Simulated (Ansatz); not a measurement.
# BN: moving N off its site

BN, F-43m, a = 3.626 Å (as given, not relaxed at this level: -6.3 GPa). The compound has several low-lying forms, and this is one of them. Ansatz: PBEsol, PAW, 420 eV, Γ-centred 12×12×12 mesh on 2 atoms, Gaussian smearing 0.05 eV; no spin polarisation.

```yaml
crystal:
  lattice:
    - [0.00000, 1.81300, 1.81300]
    - [1.81300, 0.00000, 1.81300]
    - [1.81300, 1.81300, 0.00000]
  atoms:
    - { symbol: B, position: [0.00000, 0.00000, 0.00000] }
    - { symbol: N, position: [0.75000, 0.75000, 0.75000] }
```

Atom 2 (N) moves by x along the unit vector (0.577, -0.577, -0.577), with its periodic images; all else is held. y is the free energy of the cell over the start, F the force along the path summed over the moved atoms.

```
  x (Å) y (meV) F (eV/Å)
-0.1000        ?         ?
-0.0750     58.7      1.46
-0.0500     27.2      1.04
-0.0250      7.1      0.56
 0.0000      0.0      0.00
 0.0250      7.6     -0.62
 0.0500     31.7     -1.32
 0.0750     74.0     -2.08
 0.0875    102.5     -2.49
 0.1000    136.3     -2.91
```

Task: Fit y = c2 x² + c3 x³ + c4 x⁴ to the energies of the other rows, give the force constant, and predict energy and force of the missing row.

Result: Least squares on the rows shown. y = 11760 x² + 18110 x³ + 5402 x⁴. The force constant is 2 c2 = 23.5 eV/Å², for the cell as given, at -6.3 GPa (for all images moving together, not for a lone atom). With two atoms in a cubic cell this is the optical mode at Γ without the LO field: ω = 521.5 √(2 c2/μ) = 1024 cm⁻¹ for μ = 6.10 u. The force −dy/dx at the missing row is 1.83 eV/Å (computed 1.82). At x = -0.1000 the fit asked for gives 100.0 meV. The run gave 99.9 meV, so the fit is 0.1 meV too high, a small miss on the scale of the series.

Cost: 10 runs of about 0.17 core-minutes in all, on Intel Xeon 6975P-C (Granite Rapids) (shared hosts).